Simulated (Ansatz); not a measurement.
CuO, 8 atoms in the cell. The typed cell holds 8 atoms: a = 2.900 Å, b = 5.129 Å, c = 5.643 Å, α = 93.94°, β = 101.64°, γ = 97.69°. 

- Program: Ansatz 0.2.0
- Task: band structure
- Functional: LDA
- Potentials or basis: Ansatz PAW
- Cutoff: 420 eV (not typed: the program's choice for these potentials)
- k mesh: 9 × 5 × 5
- Occupations: fermi-dirac, width 0.05 eV
- Spin: no spin polarisation
- Hubbard terms: Cu d U = 4.5 eV
- Path: [["X", "G", "Y"], ["L", "G", "Z"], ["N", "G", "M"], ["R", "G"]]
- Points for each segment of the path: 10
- Hubbard projectors: ortho-atomic (the default)
- Double counting: fll (the default)

Potentials or basis: Ansatz PAW.

Launch:

```bash
$ ansatz run input.yaml --threads 4 --pin off --max-ram 11264MiB --backend cpu --events-out ev --progress --plain --runs-dir out
```

Hardware: 4 threads of Arm Neoverse V1 (shared host).

Q: Estimate the wall time of this run.

A: Run time: 48 s on 4 threads of Arm Neoverse V1, on a shared host, peak memory 0.88 GiB. Counts: scf iterations 19, plane waves 1581, k points 113, bands 70.
